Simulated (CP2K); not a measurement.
Runs of CP2K 2026.2 on Te. The structure is trigonal, space group P3_121 (No. 152). The conventional cell has a = 4.454 Å, b = 4.454 Å, c = 5.924 Å, α = 90.00°, β = 90.00°, γ = 120.00°. Te (site symmetry 2) is surrounded by 2 Te at 2.86 Å. 

| task | level | potentials or basis | cell | k mesh | smearing | EPS_DEFAULT | k points reduced by the point group | NGRIDS | basis sets | potentials | gap on the mesh (eV) | pressure (GPa) | relaxed volume (Å³/atom) | largest force (eV/Å) |
| --- | --- | --- | --- | --- | --- | --- | --- | --- | --- | --- | --- | --- | --- | --- |
| band structure | PBEsol | POTENTIAL_UZH Te GTH-PBE-q6; TZVP-MOLOPT-PBE-GTH basis | as given | 7 × 7 × 5 | fermi-dirac 0.05 eV | 1.0E-9 | yes | 4 | Te TZVP-MOLOPT-PBE-GTH-q6 | Te GTH-PBE-q6 of POTENTIAL_UZH | - | 0.7 | - | 0.46 |
| relaxation of cell and atoms | PBEsol+D3(BJ) | POTENTIAL_UZH Te GTH-PBE-q6; DZVP-MOLOPT-PBE-GTH basis | relaxed | 5 × 5 × 4 | fermi-dirac 0.05 eV | 1.0E-10 | - | 5 | Te DZVP-MOLOPT-PBE-GTH-q6 | Te GTH-PBE-q6 of POTENTIAL_UZH | none | 0.0 | 31.56 | 0.03 |
| relaxation of cell and atoms | PBEsol+D4 | POTENTIAL_UZH Te GTH-PBE-q6; DZVP-MOLOPT-PBE-GTH basis | relaxed | 5 × 5 × 4 | fermi-dirac 0.05 eV | 1.0E-10 | - | 5 | Te DZVP-MOLOPT-PBE-GTH-q6 | Te GTH-PBE-q6 of POTENTIAL_UZH | none | 0.0 | 32.15 | 0.02 |
| atomic charges | OLYP | POTENTIAL_UZH Te GTH-PBE-q6; TZVP-MOLOPT-PBE-GTH basis | as given | 7 × 7 × 5 | fermi-dirac 0.05 eV | 1.0E-9 | yes | 5 | Te TZVP-MOLOPT-PBE-GTH-q6 | Te GTH-PBE-q6 of POTENTIAL_UZH | 0.70 | 2.6 | - | 0.13 |
| band structure | PBEsol | POTENTIAL_UZH Te GTH-PBE-q6; TZVP-MOLOPT-PBE-GTH basis | as given | 7 × 7 × 5 | fermi-dirac 0.0259 eV | 1.0E-9 | yes | 4 | Te TZVP-MOLOPT-PBE-GTH-q6 | Te GTH-PBE-q6 of POTENTIAL_UZH | - | 0.7 | - | 0.46 |
| band structure | LDA | GTH_POTENTIALS Te GTH-PADE-q6; TZVP-MOLOPT-PBE-GTH basis | as given | 7 × 7 × 5 | fermi-dirac 0.05 eV | 1.0E-9 | yes | 4 | Te TZVP-MOLOPT-PBE-GTH-q6 | Te GTH-PADE-q6 of GTH_POTENTIALS | - | -1.1 | - | 0.22 |
| band structure | PBE | POTENTIAL_UZH Te GTH-PBE-q6; TZVP-MOLOPT-PBE-GTH basis | as given | 7 × 7 × 5 | fermi-dirac 0.0259 eV | 1.0E-10 | yes | 4 | Te TZVP-MOLOPT-PBE-GTH-q6 | Te GTH-PBE-q6 of POTENTIAL_UZH | - | (c) | - | (b) |
| relaxation of cell and atoms | PBEsol | POTENTIAL_UZH Te GTH-PBE-q6; TZVP-MOLOPT-PBE-GTH basis | relaxed | 5 × 5 × 4 | fermi-dirac 0.1 eV | 1.0E-9 | - | 5 | Te TZVP-MOLOPT-PBE-GTH-q6 | Te GTH-PBE-q6 of POTENTIAL_UZH | none | 0.0 | (a) | 0.01 |

Alike in all rows: no spin polarisation.

Q: Fill in the values left out.

A: (a) 32.87; (b) 0.35; (c) 2.2.

Caveats: the basis of atomic orbitals isn't converged, which shifts pressures, moduli and gaps; the potentials were made for another functional, which shifts forces and pressure (some runs); pairwise dispersion overbinds metals, which lowers pressure and volume (some runs); spin-orbit coupling is left out, which moves the levels of the heavy elements (some runs); an odd mesh through Γ misses points on the zone boundary, where band edges often lie (some runs).

A k mesh can miss the band edges, and the runs leave out spin-orbit coupling on Te.

A gap of «none» marks a metal or a gap under the smearing width.

Not every run made on this cell is shown here.
